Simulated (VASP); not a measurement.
Crystal: NiO2.

```xyz
3
Lattice="2.7988 0.0000 0.0000 -1.3994 2.4238 0.0000 0.0000 0.0000 4.6183" Properties=species:S:1:pos:R:3 pbc="T T T"
Ni    0.0000    0.0000    2.3091
O     0.0000    1.6159    1.3576
O     1.3994    0.8079    3.2607
```

The cell comes from a database or a generator and needn't be the stable form of this composition.

Base run:

```yaml
Program: VASP 6.6.1
Functional: SCAN
Potentials_or_basis: VASP PAW PBE potentials, release 64 (Ni, O)
Cutoff: 520 eV
k_mesh: 8 × 8 × 5
Occupations: fermi-dirac, width 0.05 eV
Spin: collinear spin, ferromagnetic start
Starting_moments: "[1.0, 0.0, 0.0] μB"
```

Its results: band gap on the k mesh 1.59 eV, indirect (least direct gap 1.67 eV); pressure -5.5 GPa; net moment 0.00 μB per cell; largest force 0.360 eV/Å.

**Question.** The run is repeated on the same cell with these changes: functional from SCAN to r2SCAN. What comes out?

**Answer.** Band gap on the k mesh 1.38 eV, indirect (least direct gap 1.55 eV); pressure -4.1 GPa; net moment 0.00 μB per cell; largest force 0.306 eV/Å.

Caveats: the PAW data sets were made with another functional, which shifts forces and pressure a little.

A k mesh can miss the band edges.
